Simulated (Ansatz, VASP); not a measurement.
# Cross-check of KZnF3 between VASP and Ansatz, part 2 of 3

Aim: how closely do two programs agree when they are given the same cell, functional and k mesh? The cell is taken from a series of VASP runs on this material, whose earlier steps may have relaxed, scaled or displaced it; both programs get it as it stands.

VASP 6.6.1 and Ansatz 0.2.0.

So far. Step 2 (Ansatz: elastic constants, LDA): The run ends at a pressure of -0.60 GPa.

**3. VASP: elastic constants, LDA**

Level of this step: LDA; plane waves and PAW (Zn, K_sv, F) (VASP).

The same cell, functional (in two slightly different forms), mesh and smearing now go to VASP, with its own data sets and cutoff.

Lines of VASP's logs that name or quote its potential files are left out, and so is its time.

File INCAR:

```
SYSTEM = KZnF3
PREC = Accurate
ENCUT = 800
EDIFF = 1E-08
NELM = 100
ISMEAR = 0
SIGMA = 0.03
LREAL = .FALSE.
ALGO = Normal
GGA = CA
NBANDS = 27
LORBIT = 11
LWAVE = .FALSE.
LCHARG = .FALSE.
KPAR = 8
IBRION = 6
NFREE = 2
POTIM = 0.015
ISIF = 3
NSW = 1
```

File POSCAR:

```
KZnF3
1.0
    3.9816217813      0.0000000000      0.0000000000
    0.0000000000      3.9816217813      0.0000000000
    0.0000000000      0.0000000000      3.9816217813
Zn K F
1 1 3
Direct
    0.5000000000      0.5000000000      0.5000000000
    0.0000000000      0.0000000000      0.0000000000
    0.5000000000      0.0000000000      0.5000000000
    0.0000000000      0.5000000000      0.5000000000
    0.5000000000      0.5000000000      0.0000000000
```

File KPOINTS:

```
Automatic mesh
0
Gamma
6 6 6
0 0 0
```

PAW data sets: Zn, K_sv and F (LDA family, release 64).

Command:

```sh
mpirun -np 8 vasp_std
```

Numbers of over 12 decimals in the logs are rounded to 6 here.

Output:

```text
[banner, memory and clock lines left out]
running    8 mpi-ranks, on    1 nodes
 distrk:  each k-point on    1 cores,    8 groups
 distr:  one band on    1 cores,    1 groups

 POSCAR found type information on POSCAR ZnK F
 POSCAR found :  3 types and       5 ions
|                                                                             |
|           W    W    AA    RRRRR   N    N  II  N    N   GGGG   !!!           |
|           W    W   A  A   R    R  NN   N  II  NN   N  G    G  !!!           |
|           W    W  A    A  R    R  N N  N  II  N N  N  G       !!!           |
|           W WW W  AAAAAA  RRRRR   N  N N  II  N  N N  G  GGG   !            |
|           WW  WW  A    A  R   R   N   NN  II  N   NN  G    G                |
|           W    W  A    A  R    R  N    N  II  N    N   GGGG   !!!           |
|                                                                             |
|     For optimal performance we recommend to set                             |
|       NCORE = 2 up to number-of-cores-per-socket                            |
|     NCORE specifies how many cores store one orbital (NPAR=cpu/NCORE).      |
|     This setting can greatly improve the performance of VASP for DFT.       |
|     The default, NCORE=1 might be grossly inefficient on modern             |
|     multi-core architectures or massively parallel machines. Do your        |
|     Unfortunately you need to use the default for GW and RPA                |
|     calculations (for HF NCORE is supported but not extensively tested      |
|     yet).                                                                   |
|                                                                             |

 LDA part: xc-table for (Slater(with rela. corr.)+CA(PZ))
 , standard interpolation
 POSCAR, INCAR and KPOINTS ok, starting setup
 FFT: planning ... GRIDC
 FFT: planning ... GRID_SOFT
 FFT: planning ... GRID
 WAVECAR not read
 entering main loop
       N       E                     dE             d eps       ncg     rms          rms(c)
DAV:   1     0.554407147367E+03    0.55441E+03   -0.28885E+04  1080   0.256E+03
DAV:   2     0.308442763758E+02   -0.52356E+03   -0.50315E+03  1200   0.578E+02
DAV:   3    -0.232891483889E+02   -0.54133E+02   -0.53681E+02  1230   0.185E+02
DAV:   4    -0.251038074948E+02   -0.18147E+01   -0.18056E+01  1637   0.314E+01
DAV:   5    -0.251375306618E+02   -0.33723E-01   -0.33688E-01  1504   0.363E+00    0.119E+01
DAV:   6    -0.231516124405E+02    0.19859E+01   -0.62494E+00  1625   0.368E+01    0.787E+00
DAV:   7    -0.231693051644E+02   -0.17693E-01   -0.12299E+00  1197   0.751E+00    0.494E+00
DAV:   8    -0.231568582657E+02    0.12447E-01   -0.46623E-01  1540   0.124E+01    0.152E+00
DAV:   9    -0.231271889588E+02    0.29669E-01   -0.72303E-02  1618   0.764E+00    0.571E-01
DAV:  10    -0.231236920159E+02    0.34969E-02   -0.57853E-02  1608   0.554E+00    0.203E-01
DAV:  11    -0.231237695539E+02   -0.77538E-04   -0.79832E-03  1205   0.858E-01    0.120E-01
DAV:  12    -0.231237151981E+02    0.54356E-04   -0.54301E-04  1405   0.177E-01    0.750E-02
DAV:  13    -0.231236156759E+02    0.99522E-04   -0.38705E-04  1613   0.694E-01    0.126E-02
DAV:  14    -0.231236250856E+02   -0.94097E-05   -0.12666E-04  1213   0.847E-02    0.119E-02
DAV:  15    -0.231236231774E+02    0.19082E-05   -0.72335E-06  1608   0.642E-02    0.625E-03
DAV:  16    -0.231236229050E+02    0.27242E-06   -0.16198E-06  1207   0.107E-02    0.341E-03
DAV:  17    -0.231236227825E+02    0.12250E-06   -0.24989E-07  1343   0.368E-03    0.146E-03
DAV:  18    -0.231236227504E+02    0.32053E-07   -0.10511E-07  1537   0.331E-03    0.312E-04
DAV:  19    -0.231236227500E+02    0.40473E-09   -0.79106E-09   718   0.118E-03
   1 F= -.23123623E+02 E0= -.23123623E+02  d E =-.582253E-30
[... from here on, the cycles between the ionic steps are left out ...]
  13 F= -.23122045E+02 E0= -.23122045E+02  d E =-.406434E-30
  14 F= -.23122561E+02 E0= -.23122561E+02  d E =-.528602E-30
  15 F= -.23122561E+02 E0= -.23122561E+02  d E =-.524867E-30
  16 F= -.23123418E+02 E0= -.23123418E+02  d E =-.545004E-30
  17 F= -.23123418E+02 E0= -.23123418E+02  d E =-.547577E-30
  18 F= -.23123417E+02 E0= -.23123417E+02  d E =-.498539E-30
  19 F= -.23123417E+02 E0= -.23123417E+02  d E =-.495634E-30
  20 F= -.23122179E+02 E0= -.23122179E+02  d E =-.793554E-30
 Finite differences progress:
  Degree of freedom:  10/ 10
  Displacement:        1/  2
  Total:              19/ 20
 bond charge predicted
       N       E                     dE             d eps       ncg     rms          rms(c)
DAV:   1    -0.231107875639E+02    0.11392E-01   -0.52441E+00  2163   0.150E+01    0.262E-01
DAV:   2    -0.231227238863E+02   -0.11936E-01   -0.12503E-01  2387   0.211E+00    0.153E-01
DAV:   3    -0.231223965644E+02    0.32732E-03   -0.81539E-04  2873   0.288E-01    0.986E-02
DAV:   4    -0.231221655873E+02    0.23098E-03   -0.68575E-04  2492   0.207E-01    0.163E-02
DAV:   5    -0.231221799364E+02   -0.14349E-04   -0.19255E-04  2437   0.805E-02    0.100E-02
DAV:   6    -0.231221799733E+02   -0.36884E-07   -0.35507E-06  3136   0.274E-02    0.685E-03
DAV:   7    -0.231221793345E+02    0.63879E-06   -0.10416E-06  2579   0.117E-02    0.146E-03
DAV:   8    -0.231221793419E+02   -0.74642E-08   -0.49427E-07  2410   0.517E-03    0.719E-04
DAV:   9    -0.231221793395E+02    0.24575E-08   -0.47832E-08  2533   0.179E-03
  21 F= -.23122179E+02 E0= -.23122179E+02  d E =-.783845E-30
 Finite differences progress:
  Degree of freedom:  10/ 10
  Displacement:        2/  2
  Total:              20/ 20
```

From OUTCAR (step 3):

```text
ion  position               nearest neighbor table
   1  0.500  0.500  0.500-   3 1.99   4 1.99   5 1.99   5 1.99   3 1.99   4 1.99
   2  0.000  0.000  0.000-   3 2.82   4 2.82   5 2.82   3 2.82   4 2.82   4 2.82   5 2.82   4 2.82
                             3 2.82   5 2.82   3 2.82   5 2.82
   3  0.500  0.000  0.500-   1 1.99   1 1.99   2 2.82   2 2.82   2 2.82   2 2.82
   4  0.000  0.500  0.500-   1 1.99   1 1.99   2 2.82   2 2.82   2 2.82   2 2.82
   5  0.500  0.500  0.000-   1 1.99   1 1.99   2 2.82   2 2.82   2 2.82   2 2.82

  LATTYP: Found a simple cubic cell.
 ALAT       =     3.9816217813

 Subroutine GETGRP returns: Found 48 space group operations
 (whereof 48 operations were pure point group operations)

The static configuration has the point symmetry O_h .

 Found     20 irreducible k-points:

   k-points           NKPTS =     20   k-points in BZ     NKDIM =     20   number of bands    NBANDS=     27

   dimension x,y,z NGX =    40 NGY =   40 NGZ =   40
   dimension x,y,z NGXF=    80 NGYF=   80 NGZF=   80

   ENCUT  =  800.0 eV  58.80 Ry    7.67 a.u.   9.18  9.18  9.18*2*pi/ulx,y,z

   NELECT =      42.0000    total number of electrons

 k-points in reciprocal lattice and weights: Automatic mesh
   0.00000000  0.00000000  0.00000000       0.005
   0.16666667  0.00000000  0.00000000       0.028
   0.33333333  0.00000000  0.00000000       0.028
   0.50000000  0.00000000  0.00000000       0.014
   0.16666667  0.16666667  0.00000000       0.056
   0.33333333  0.16666667  0.00000000       0.111
   0.50000000  0.16666667  0.00000000       0.056
   0.33333333  0.33333333  0.00000000       0.056
   0.50000000  0.33333333  0.00000000       0.056
[...]
0.50000000  0.50000000  0.33333333       0.028
   0.50000000  0.50000000  0.50000000       0.005

 average (electrostatic) potential at core
       1 -37.6591       2 -34.2807       3 -78.0059       4 -78.0054       5 -78.0054

 E-fermi :  -0.4224

 k-point     1 :       0.0000    0.0000    0.0000
  band No.  band energies     occupation
    ...
     17      -3.0176      2.00000
     18      -3.0176      2.00000
     19      -2.7644      2.00000
     20      -2.7644      2.00000
     21      -2.7639      2.00000
     22       3.0756      0.00000
     23       7.5831      0.00000
     24       7.5831      0.00000
     25       8.5279      0.00000
     26      10.1262      0.00000
    ...

 k-point     2 :       0.1667    0.0000    0.0000
  band No.  band energies     occupation
    ...
     17      -2.9687      2.00000
     18      -2.9684      2.00000
     19      -2.7388      2.00000
     20      -2.7324      2.00000
     21      -2.6981      2.00000
     22       3.6383      0.00000
     23       7.8323      0.00000
     24       7.8354      0.00000
     25       8.8165      0.00000
     26      10.1658      0.00000
    ...

 k-point     3 :       0.3333    0.0000    0.0000
  band No.  band energies     occupation
    ...
     17      -2.9631      2.00000
     18      -2.9622      2.00000
     19      -2.6108      2.00000
     20      -2.6100      2.00000
     21      -2.4434      2.00000
     22       4.9708      0.00000
     23       7.8941      0.00000
     24       8.3595      0.00000
     25       9.9096      0.00000
     26      10.2342      0.00000
    ...

 Eigenvectors and eigenvalues of the dynamical matrix
 ----------------------------------------------------

   1 f  =   13.967778 THz    87.762139 2PiTHz  465.914932 cm-1    57.766063 meV
             X         Y         Z           dx          dy          dz
      1.990811  1.990811  1.990811     0.000000   -0.000000   -0.341515
      0.000000  0.000000  0.000000    -0.000000    0.000000    0.001556
      1.990811  0.000000  1.990811     0.000000    0.000000   -0.143324
      0.000000  1.990811  1.990811    -0.000000   -0.000000   -0.143324
      1.990811  1.990811  0.000000     0.000000   -0.000000    0.917759

   2 f  =   13.967778 THz    87.762139 2PiTHz  465.914932 cm-1    57.766063 meV
             X         Y         Z           dx          dy          dz
      1.990811  1.990811  1.990811    -0.072997    0.333622   -0.000000
      0.000000  0.000000  0.000000     0.000333   -0.001520   -0.000000
      1.990811  0.000000  1.990811    -0.030635   -0.896549   -0.000000
      0.000000  1.990811  1.990811     0.196165    0.140012    0.000000
      1.990811  1.990811  0.000000    -0.030635    0.140012    0.000000

   3 f  =   13.967778 THz    87.762139 2PiTHz  465.914932 cm-1    57.766063 meV
             X         Y         Z           dx          dy          dz
      1.990811  1.990811  1.990811     0.333622    0.072997    0.000000
      0.000000  0.000000  0.000000    -0.001520   -0.000333   -0.000000
      1.990811  0.000000  1.990811     0.140012   -0.196165    0.000000
      0.000000  1.990811  1.990811    -0.896549    0.030635   -0.000000
      1.990811  1.990811  0.000000     0.140012    0.030635    0.000000

   4 f  =    5.420505 THz    34.058036 2PiTHz  180.808575 cm-1    22.417396 meV
             X         Y         Z           dx          dy          dz
      1.990811  1.990811  1.990811    -0.043130    0.046441   -0.604495
      0.000000  0.000000  0.000000     0.003062   -0.003297    0.042916
      1.990811  0.000000  1.990811     0.039701    0.003935    0.556438
      0.000000  1.990811  1.990811    -0.003655   -0.042749    0.556438
      1.990811  1.990811  0.000000     0.039701   -0.042749   -0.051221

   5 f  =    5.420505 THz    34.058036 2PiTHz  180.808575 cm-1    22.417396 meV
             X         Y         Z           dx          dy          dz
      1.990811  1.990811  1.990811     0.545168    0.268120   -0.018298
      0.000000  0.000000  0.000000    -0.038704   -0.019035    0.001299
      1.990811  0.000000  1.990811    -0.501827    0.022719    0.016844
      0.000000  1.990811  1.990811     0.046194   -0.246805    0.016844
      1.990811  1.990811  0.000000    -0.501827   -0.246805   -0.001550

   6 f  =    5.420505 THz    34.058036 2PiTHz  180.808575 cm-1    22.417396 meV
             X         Y         Z           dx          dy          dz
      1.990811  1.990811  1.990811    -0.265260    0.543495    0.060681
      0.000000  0.000000  0.000000     0.018832   -0.038585   -0.004308
      1.990811  0.000000  1.990811     0.244172    0.046052   -0.055856
      0.000000  1.990811  1.990811    -0.022476   -0.500287   -0.055856
      1.990811  1.990811  0.000000     0.244172   -0.500287    0.005142

   7 f  =    4.346797 THz    27.311730 2PiTHz  144.993535 cm-1    17.976899 meV
             X         Y         Z           dx          dy          dz
      1.990811  1.990811  1.990811    -0.000000   -0.000000   -0.000000
      0.000000  0.000000  0.000000     0.000000   -0.000000   -0.000000
      1.990811  0.000000  1.990811     0.655884   -0.000000   -0.229749
      0.000000  1.990811  1.990811    -0.000000    0.130507    0.229749
      1.990811  1.990811  0.000000    -0.655884   -0.130507    0.000000

   8 f  =    4.346797 THz    27.311730 2PiTHz  144.993535 cm-1    17.976899 meV
             X         Y         Z           dx          dy          dz
      1.990811  1.990811  1.990811     0.000000   -0.000000    0.000000
      0.000000  0.000000  0.000000    -0.000000    0.000000    0.000000
      1.990811  0.000000  1.990811    -0.079513   -0.000000    0.161447
      0.000000  1.990811  1.990811     0.000000    0.683822   -0.161447
      1.990811  1.990811  0.000000     0.079513   -0.683822   -0.000000

   9 f  =    4.346797 THz    27.311730 2PiTHz  144.993535 cm-1    17.976899 meV
             X         Y         Z           dx          dy          dz
      1.990811  1.990811  1.990811    -0.000000    0.000000   -0.000000
      0.000000  0.000000  0.000000     0.000000   -0.000000    0.000000
      1.990811  0.000000  1.990811    -0.251981    0.000000   -0.648961
      0.000000  1.990811  1.990811     0.000000    0.123917    0.648961
      1.990811  1.990811  0.000000     0.251981   -0.123917   -0.000000

  10 f  =    3.868712 THz    24.307833 2PiTHz  129.046337 cm-1    15.999699 meV
             X         Y         Z           dx          dy          dz
      1.990811  1.990811  1.990811    -0.286355    0.167182    0.002043
      0.000000  0.000000  0.000000     0.749488   -0.437573   -0.005346
      1.990811  0.000000  1.990811    -0.192171    0.097996    0.001371
      0.000000  1.990811  1.990811    -0.167850    0.112195    0.001371
      1.990811  1.990811  0.000000    -0.192171    0.112195    0.001197

  11 f  =    3.868712 THz    24.307833 2PiTHz  129.046337 cm-1    15.999699 meV
             X         Y         Z           dx          dy          dz
      1.990811  1.990811  1.990811    -0.167186   -0.286360   -0.000059
      0.000000  0.000000  0.000000     0.437582    0.749501    0.000156
      1.990811  0.000000  1.990811    -0.112197   -0.167853   -0.000040
      0.000000  1.990811  1.990811    -0.097998   -0.192175   -0.000040
      1.990811  1.990811  0.000000    -0.112197   -0.192175   -0.000035

  12 f  =    3.868712 THz    24.307833 2PiTHz  129.046337 cm-1    15.999699 meV
             X         Y         Z           dx          dy          dz
      1.990811  1.990811  1.990811    -0.001734    0.001081   -0.331585
      0.000000  0.000000  0.000000     0.004539   -0.002830    0.867872
      1.990811  0.000000  1.990811    -0.001164    0.000634   -0.222525
      0.000000  1.990811  1.990811    -0.001016    0.000726   -0.222525
      1.990811  1.990811  0.000000    -0.001164    0.000726   -0.194363

  13 f/i=    0.013147 THz     0.082604 2PiTHz    0.438532 cm-1     0.054371 meV
             X         Y         Z           dx          dy          dz
      1.990811  1.990811  1.990811    -0.634434   -0.038035   -0.005510
      0.000000  0.000000  0.000000    -0.493974   -0.029614   -0.004290
      1.990811  0.000000  1.990811    -0.341298   -0.020494   -0.002964
      0.000000  1.990811  1.990811    -0.341846   -0.020461   -0.002964
      1.990811  1.990811  0.000000    -0.341298   -0.020461   -0.002969

  14 f/i=    0.013147 THz     0.082604 2PiTHz    0.438532 cm-1     0.054371 meV
             X         Y         Z           dx          dy          dz
      1.990811  1.990811  1.990811    -0.007048    0.025559    0.635043
      0.000000  0.000000  0.000000    -0.005487    0.019901    0.494449
      1.990811  0.000000  1.990811    -0.003791    0.013772    0.341626
      0.000000  1.990811  1.990811    -0.003797    0.013750    0.341626
      1.990811  1.990811  0.000000    -0.003791    0.013750    0.342175

  15 f/i=    0.013147 THz     0.082604 2PiTHz    0.438532 cm-1     0.054371 meV
             X         Y         Z           dx          dy          dz
      1.990811  1.990811  1.990811     0.037780   -0.633943    0.025934
      0.000000  0.000000  0.000000     0.029416   -0.493592    0.020193
      1.990811  0.000000  1.990811     0.020324   -0.341581    0.013952
      0.000000  1.990811  1.990811     0.020357   -0.341034    0.013952
      1.990811  1.990811  0.000000     0.020324   -0.341034    0.013974

 ELASTIC MODULI CONTR FROM IONIC RELAXATION (kBar)
 Direction    XX          YY          ZZ          XY          YZ          ZX
 --------------------------------------------------------------------------------
 XX           0.0000      0.0000      0.0000      0.0000      0.0000      0.0000
 YY           0.0000      0.0000      0.0000      0.0000      0.0000      0.0000
 ZZ           0.0000      0.0000      0.0000      0.0000      0.0000      0.0000
 XY           0.0000      0.0000      0.0000      0.0000      0.0000      0.0000
 YZ           0.0000      0.0000      0.0000      0.0000      0.0000      0.0000
 ZX           0.0000      0.0000      0.0000      0.0000      0.0000      0.0000
 --------------------------------------------------------------------------------

 TOTAL ELASTIC MODULI (kBar)
 Direction    XX          YY          ZZ          XY          YZ          ZX
 --------------------------------------------------------------------------------
 XX        1684.8409    620.8238    620.8238     -0.0000      0.0000     -0.0000
 YY         620.8238   1684.8409    620.8238     -0.0000      0.0000     -0.0000
 ZZ         620.8238    620.8238   1684.8409      0.0000      0.0000     -0.0000
 XY          -0.0000     -0.0000      0.0000    356.3324      0.0000      0.0000
 YZ           0.0000      0.0000      0.0000      0.0000    356.3324      0.0000
 ZX          -0.0000     -0.0000     -0.0000      0.0000      0.0000    356.3324
 --------------------------------------------------------------------------------

 total charge
# of ion       s       p       d       tot
------------------------------------------
    1        0.369   0.427   9.980  10.776
    2        1.953   5.570   0.028   7.551
    3        1.720   4.355   0.000   6.075
    4        1.720   4.355   0.000   6.075
    5        1.720   4.355   0.000   6.075
--------------------------------------------------
tot          7.483  19.061  10.008  36.552

[... 3 further parts left out ...]
```

CONTCAR:

```
KZnF3
   1.00000000000000
     3.9816217812999999    0.0000000000000000    0.0000000000000000
     0.0000000000000000    3.9816217812999999    0.0000000000000000
     0.0000000000000000    0.0000000000000000    3.9816217812999999
  Zn              K               F
     1     1     3
Direct
     0.5000000000000000    0.5000000000000000    0.5000000000000000
     0.0000000000000000    0.0000000000000000    0.0000000000000000
     0.4999999999999999   -0.0037673091076728    0.4999999999999999
     0.0000000000000000    0.5000000000000000    0.5000000000000000
     0.5000000000000000    0.5000000000000000    0.0000000000000000
```

The last energy, forces, stress and levels in OUTCAR belong to the last displaced cell, not to the cell of POSCAR.

**4. Differences**

Known differences besides the potentials themselves: the two LDA forms differ slightly; the cutoff is 420 eV in Ansatz and 800 eV in VASP; VASP's log shows a relativistic correction to its local exchange, Ansatz's none. Total energies have different zeros and are not compared.

Both answers:

```
 quantity  Ansatz   VASP  difference
C11 (GPa)   157.7  168.5     -6.40 %
C22 (GPa)   157.7  168.5     -6.40 %
C33 (GPa)   157.7  168.5     -6.40 %
C12 (GPa)    59.6   62.1     -4.06 %
C13 (GPa)    59.6   62.1     -4.06 %
C23 (GPa)    59.6   62.1     -4.06 %
C44 (GPa)    34.5   35.6     -3.03 %
C55 (GPa)    34.5   35.6     -3.03 %
C66 (GPa)    34.5   35.6     -3.03 %
```

**5. What the set-up changes**

Further runs change the set-up of one program: Ansatz's method, potentials or start, or VASP's data sets, cutoff or form of LDA. The table gives Ansatz less VASP for each quantity, since a change that brings one quantity closer may part another.

```
                                        run  C11 (%)  C22 (%)  C33 (%)  C12 (%)  C13 (%)  C23 (%)
                                   as above     -6.4     -6.4     -6.4     -4.1     -4.1     -4.1
                       cores kept as stored     -6.0     -6.0     -6.0     -3.8     -3.8     -3.8
   Ansatz's larger PAW set (cutoff 1300 eV)     -6.0     -6.0     -6.0     -4.4     -4.4     -4.4
norm-conserving potentials (cutoff 1143 eV)     -7.2     -7.2     -7.2     -5.8     -5.8     -5.8
```

[end of part 2 of 3]

[Lines on the potential files, build, host, timing and source positions are cut from VASP's logs without a mark.]

[Logs are printed without paths, hosts, clocks, repeated set-up lines and the standing remarks that a program may print on its own settings, such as how far it seeks lower states.]

[Hosts, paths, dates, database ids (printed as entryN), source tags and the programs' standing remarks are cut or masked in the printed files.]
